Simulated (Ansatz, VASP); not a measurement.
## One calculation of SrCl2, two programs

```
CELL_PARAMETERS angstrom
0.00000 3.36351 3.48550
3.60749 0.00000 3.48550
3.60749 3.36351 0.00000
ATOMIC_POSITIONS crystal
Sr 0.00000 0.00000 0.00000
Cl 0.25000 0.25000 0.25000
Cl 0.75000 0.75000 0.75000
```

Change from the starting cell: strain +0.0350 x Voigt [1, -1, 0, 0, 0, 0], atoms carried along.

Alike in both runs: task single point; functional PBE; k mesh 6 × 6 × 6; occupations gaussian, width 0.05 eV; no spin polarisation.

|  | VASP | Ansatz |
| --- | --- | --- |
| version | VASP 6.6.1 | Ansatz 0.2.0 |
| potentials or method | VASP PAW PBE potentials, release 64 (Sr_sv, Cl) | scalar-relativistic, plane waves, PAW |
| plane-wave cutoff (eV) | 520 | 420 |
| valence electrons in the cell | 24 | 24 |

```tsv
	VASP	Ansatz	Ansatz less VASP
gap on the k mesh at the Fermi level (eV)	5.00	5.00	+0.004
least direct gap on the mesh (eV)	5.24	5.24	+0.002
pressure (GPa)	1.3	1.2	-0.09
largest component of the traceless stress (GPa)	1.87	1.88	+0.011
```

A k mesh can miss the band edges.
